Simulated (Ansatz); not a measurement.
CoO under changes of volume

One of the cells (11.411 Å³/atom); the others are scaled copies at fixed shape and fractional positions:

```
Co O
1.0
     1.60222    0.92504    2.56647
    -1.60222    0.92504    2.56647
     0.00000   -1.85008    2.56647
Co O
1 1
Direct
  0.99898 0.99898 0.99898
  0.75102 0.75102 0.75102
```

Measurements of this composition are mostly on another form, of space group No. 225.

```yaml
Program: Ansatz 0.2.0
Functional: r2SCAN
Potentials_or_basis: Ansatz PAW
Cutoff: "500 eV (not typed: the program's choice for these potentials)"
k_mesh: 10 × 10 × 10
Occupations: fermi-dirac, width 0.05 eV
Spin: collinear spin, ferromagnetic start
Starting_moments: "[2.0, 0.0] μB"
```

```tsv
volume (Å³/atom)	energy over the lowest point (meV/atom)	pressure (GPa)	moment (μB per cell)
10.727	42.33	13.8	2.94
10.955	24.97	10.4	2.96
11.183	?	?	?
11.411	3.88	4.1	2.99
11.640	0.00	1.1	3.00
11.868	0.34	-1.7	3.00
12.096	4.51	-4.2	3.00
```

**Question.** What does the run at 11.183 Å³/atom give?

**Answer.** Energy over the lowest point 12.20 meV/atom; pressure 7.2 GPa; moment 2.98 μB per cell.

Worked out: A Birch-Murnaghan fit of order 3 (a polynomial in V^(-2/3)) to the other rows has its minimum at 11.74 Å³/atom with B0 = V·E''(V) = 148 GPa (rough, since the energies scatter) at fixed shape and positions, which overstates the stiffness. It gives 12.17 meV/atom at 11.183 Å³/atom, against the run's 12.20, and -dE/dV = 7.4 GPa, against 7.2. A parabola through the other rows of the moment, of slope 0.0644 μB per Å³/atom there, gives 2.98 μB, against the run's 2.98.

Energies are extrapolated to zero smearing.

Caveats: the magnetic or orbital state may not be the lowest; a cell with one magnetic atom can't hold antiferromagnetic order, which such compounds often take; the PAW data sets come from PBE, with cores solved anew for the run's functional, which leaves a small shift of forces and pressure.
